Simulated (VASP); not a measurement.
# Sm (I4/mmm) in VASP: a series of runs, part 2 of 2

VASP 6.6.1. Earlier steps stand in the parts before.

## (3) Single point, PBE, collinear spin, ferromagnetic start

INCAR reads:

```
SYSTEM = Sm
PREC = Accurate
ENCUT = 520
EDIFF = 1E-6
ISMEAR = 1
SIGMA = 0.2
LREAL = .False.
LASPH = .True.
NELM = 100
ALGO = Normal
ISIF = 2
LWAVE = .False.
LCHARG = .False.
ISPIN = 2
MAGMOM = 5
LORBIT = 11
LMAXMIX = 6
GGA = PE
ADDGRID = .False.
```

KPOINTS reads:

```
regular mesh
0
Gamma
  6 6 6
  0 0 0
```

POSCAR reads:

```
Sm
1.0
   -1.8173030691      1.8173030691      2.5609871902
    1.8173030691     -1.8173030691      2.5609871902
    1.8173030691      1.8173030691     -2.5609871902
Sm
1
Direct
    0.0000000000      0.0000000000      0.0000000000
```

Potentials or basis: VASP PAW PBE potentials, release 64 (Sm).

The run is started by

```
cat potpaw_PBE.64/Sm/POTCAR > POTCAR
mpirun -np 1 vasp_std > vasp.out
```

OUTCAR:

```text
SYSTEM = Sm
   PREC = Accurate
   ENCUT = 520
   EDIFF = 1E-6
   ISMEAR = 1
   LREAL = .False.
   LASPH = .True.
   NELM = 100
   ISIF = 2
   ISPIN = 2
   LORBIT = 11
   GGA = PE

 Found     30 irreducible k-points:

 Following reciprocal coordinates:
            Coordinates               Weight
  0.000000  0.000000  0.000000      1.000000
  0.166667  0.000000 -0.000000      8.000000
  0.333333  0.000000 -0.000000      8.000000
  0.500000  0.000000  0.000000      4.000000
  0.166667  0.166667  0.000000      8.000000
  0.333333  0.166667  0.000000     16.000000
   k-points           NKPTS =     30   k-points in BZ     NKDIM =     30   number of bands    NBANDS=     15
   number of dos      NEDOS =    301   number of ions     NIONS =      1
   total plane-waves  NPLWV =  21952
[... 301 lines left out ...]
  Total        0.5654302      0.5654302      0.5903928      0.0000000     -0.0000000      0.0000000
  in kB       26.7773443     26.7773443     27.9595054      0.0000000     -0.0000000      0.0000000
  external PRESSURE =      27.1713980 kB  Pullay stress =       0.0000000 kB

 VOLUME and BASIS-vectors are now :
 -----------------------------------------------------------------------------
  energy-cutoff  :      520.00
  volume of cell :       33.83
      direct lattice vectors                 reciprocal lattice vectors
    -1.817303069  1.817303069  2.560987190     0.000000000  0.275132975  0.195237212
     1.817303069 -1.817303069  2.560987190     0.275132975  0.000000000  0.195237212
     1.817303069  1.817303069 -2.560987190     0.275132975  0.275132975  0.000000000

 POSITION                                       TOTAL-FORCE (eV/Angst)
 -----------------------------------------------------------------------------------
      0.00000      0.00000      0.00000         0.000000      0.000000      0.000000
 -----------------------------------------------------------------------------------
    total drift:                               -0.000000      0.000000      0.000000

  FREE ENERGIE OF THE ION-ELECTRON SYSTEM (eV)
  ---------------------------------------------------
  free  energy   TOTEN  =        -9.2921156709 eV

  energy  without entropy=       -9.2769259098  energy(sigma->0) =       -9.28705242

 total charge

# of ion       s       p       d       f       tot
--------------------------------------------------
    1        2.084   5.609   0.464   5.498  13.655

 magnetization (x)

# of ion       s       p       d       f       tot
--------------------------------------------------
    1       -0.005  -0.061   0.238   5.491   5.664
```

OSZICAR:

```text
N       E                     dE             d eps       ncg     rms          rms(c)
DAV:   1     0.935918670849E+02    0.93592E+02   -0.58756E+03  2102   0.449E+03
DAV:   2     0.405541146610E+01   -0.89536E+02   -0.81972E+02  2446   0.281E+02
DAV:   3    -0.614041481663E+01   -0.10196E+02   -0.98856E+01  2708   0.991E+01
[... 17 lines left out ...]
DAV:  21    -0.929205729716E+01   -0.61442E-04   -0.12055E-04  2814   0.163E-01    0.135E+00
DAV:  22    -0.929213246082E+01   -0.75164E-04   -0.11843E-03  2692   0.450E-01    0.101E+00
DAV:  23    -0.929208722122E+01    0.45240E-04   -0.19511E-04  3160   0.262E-01    0.608E-01
DAV:  24    -0.929211547538E+01   -0.28254E-04   -0.85177E-05  2646   0.145E-01    0.842E-02
DAV:  25    -0.929211567088E+01   -0.19550E-06   -0.73539E-06  2559   0.526E-02
   1 F= -.92921157E+01 E0= -.92870524E+01  d E =-.151898E-01  mag=     6.4344
```

stdout:

```text
POSCAR found type information on POSCAR Sm
 POSCAR found :  1 types and       1 ions
 scaLAPACK will be used
 LDA part: xc-table for (Slater+PW92), standard interpolation
 POSCAR, INCAR and KPOINTS ok, starting setup
 FFT: planning ... GRIDC
 FFT: planning ... GRID_SOFT
 FFT: planning ... GRID
 WAVECAR not read
 entering main loop
```

Wall time 47 s (1 thread of Intel Xeon Platinum 8488C (Sapphire Rapids), shared host); peak memory 0.2 GiB.

These settings aren't checked as converged: the numbers below hold their error.

Results:

```yaml
Free_energy: -9.2921 eV
Pressure: 2.7 GPa
Band_gap_on_the_k_mesh: none (metal or under the smearing width)
Net_moment: 6.44 μB per cell
Site_moments: Sm +5.66 μB
Valence_electrons_inside_the_program's_atomic_spheres: Sm 13.65
```

Caveat: the k mesh is coarse (spacing up to 0.41 Å⁻¹), so the values aren't converged; the magnetic or orbital state may not be the lowest; spin-orbit coupling is left out, which moves the levels of the heavy elements.

## (4) Single point, PBE, collinear spin, ferromagnetic start

INCAR is that of step 3.

KPOINTS is that of step 3.

POSCAR reads:

```
Sm
1.0
   -1.8424340000      1.8281900000      2.5309280000
    1.8521830000     -1.8921630000      2.5832430000
    1.7732950000      1.8230240000     -2.5763240000
Sm
1
Direct
    0.0008670000     -0.0165060000      0.0081580000
```

The run is started by

```
cat potpaw_PBE.64/Sm/POTCAR > POTCAR
mpirun -np 1 vasp_std > vasp.out
```

Wall time 3 min (1 thread of Intel Xeon Platinum 8488C (Sapphire Rapids), shared host); peak memory 0.26 GiB.

The run converged, but some of its settings lie outside the range that counts as converged, so its numbers aren't taken as properties of the crystal.

What came out:

| Item | Value |
| --- | --- |
| Free energy | -9.2896 eV |
| Pressure | 2.7 GPa |
| Band gap on the k mesh | none (metal or under the smearing width) |
| Net moment | 6.43 μB per cell |
| Site moments | Sm +5.66 μB |
| Valence electrons inside the program's atomic spheres | Sm 13.65 |

Caveat: the k mesh is coarse (spacing up to 0.41 Å⁻¹), so the values aren't converged; the magnetic or orbital state may not be the lowest; spin-orbit coupling is left out, which moves the levels of the heavy elements.

## (5) Single point, PBE, collinear spin, ferromagnetic start

INCAR: that of step 4 with these lines changed.

```diff
@@ -2,3 +2,3 @@
 PREC = Accurate
-ENCUT = 520
+ENCUT = 900
 EDIFF = 1E-6
```

KPOINTS reads:

```
regular mesh
0
Gamma
  5 5 5
  0 0 0
```

POSCAR reads:

```
Sm
1.0
   -1.8173030691      1.8173030691      2.5609871902
    1.8173030691     -1.8173030691      2.5609871902
    1.8173030691      1.8173030691     -2.5609871902
Sm
1
Direct
    0.0000000000      0.0000000000      0.0000000000
```

The run is started by

```
cat potpaw_PBE.64/Sm/POTCAR > POTCAR
mpirun -np 1 vasp_std > vasp.out
```

Wall time 55 s (1 thread of Intel Xeon Platinum 8488C (Sapphire Rapids), shared host); peak memory 0.26 GiB.

The run converged, but some of its settings lie outside the range that counts as converged, so its numbers aren't taken as properties of the crystal.

Results:

* Free energy: -9.2999 eV
* Pressure: 3.1 GPa
* Band gap on the k mesh: none (metal or under the smearing width)
* Net moment: 6.78 μB per cell
* Site moments: Sm +5.79 μB
* Valence electrons inside the program's atomic spheres: Sm 13.68

Caveat: the k mesh is coarse (spacing up to 0.49 Å⁻¹), so the values aren't converged; the magnetic or orbital state may not be the lowest; spin-orbit coupling is left out, which moves the levels of the heavy elements.

## (6) Single point, PBE, collinear spin, ferromagnetic start

INCAR is that of step 5.

KPOINTS is that of step 5.

POSCAR reads:

```
Sm
1.0
   -1.8424340000      1.8281900000      2.5309280000
    1.8521830000     -1.8921630000      2.5832430000
    1.7732950000      1.8230240000     -2.5763240000
Sm
1
Direct
    0.0008670000     -0.0165060000      0.0081580000
```

Potentials or basis: VASP PAW PBE potentials, release 64 (Sm).

The run is started by

```
cat potpaw_PBE.64/Sm/POTCAR > POTCAR
mpirun -np 1 vasp_std > vasp.out
```

It took 2.8 min on 1 thread of Intel Xeon Platinum 8488C (Sapphire Rapids), shared host; peak memory 0.34 GiB.

The run converged, but some of its settings lie outside the range that counts as converged, so its numbers aren't taken as properties of the crystal.

Results:

* Free energy: -9.2972 eV
* Pressure: 3.2 GPa
* Band gap on the k mesh: none (metal or under the smearing width)
* Net moment: 6.76 μB per cell
* Site moments: Sm +5.78 μB
* Valence electrons inside the program's atomic spheres: Sm 13.68

Caveat: the k mesh is coarse (spacing up to 0.50 Å⁻¹), so the values aren't converged; the magnetic or orbital state may not be the lowest; spin-orbit coupling is left out, which moves the levels of the heavy elements.
